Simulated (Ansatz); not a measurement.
## Property card for Ti₃C₂

Level of theory: Ansatz, DFT r2SCAN, scalar-relativistic, plane waves, PAW.

Settings: cutoff 500 eV, Γ-centred mesh 12×12×4 on the computed 10-atom cell, Gaussian smearing of 0.10 eV; no spin polarisation.

The structure is relaxed at this level of theory with its symmetry kept. Whether it is the stable form of this composition wasn't checked.

The structure is hexagonal, space group P6_3/mmc (No. 194). The conventional cell has a = 3.064 Å, b = 3.064 Å, c = 15.119 Å, α = 90.00°, β = 90.00°, γ = 120.00°. Ti (site symmetry 3m) has 3 C at 2.06 Å as nearest neighbours. Around Ti (site symmetry -3m) lie 6 C at 2.19 Å. C (site symmetry 3m) has 6 Ti at 2.06 to 2.19 Å as nearest neighbours.

| Item | Value |
| --- | --- |
| Volume per atom | 83.0 bohr³ |
| Formation energy from the elements' standard states (uncorrected) | -0.824 eV/atom |
| Generalised Kohn–Sham band gap | none (metal) |
| Density of states at the Fermi level | 2.46 states/eV per cell |
| Löwdin character within 0.5 eV of the Fermi level | Ti 3d 90 % |
| Bulk modulus | 147 GPa |
| Its pressure derivative | 4.6 |
| Bader charges (e) | Ti (4 in the cell) 1.15, Ti (2 in the cell) 1.73, C (4 in the cell) -2.01 |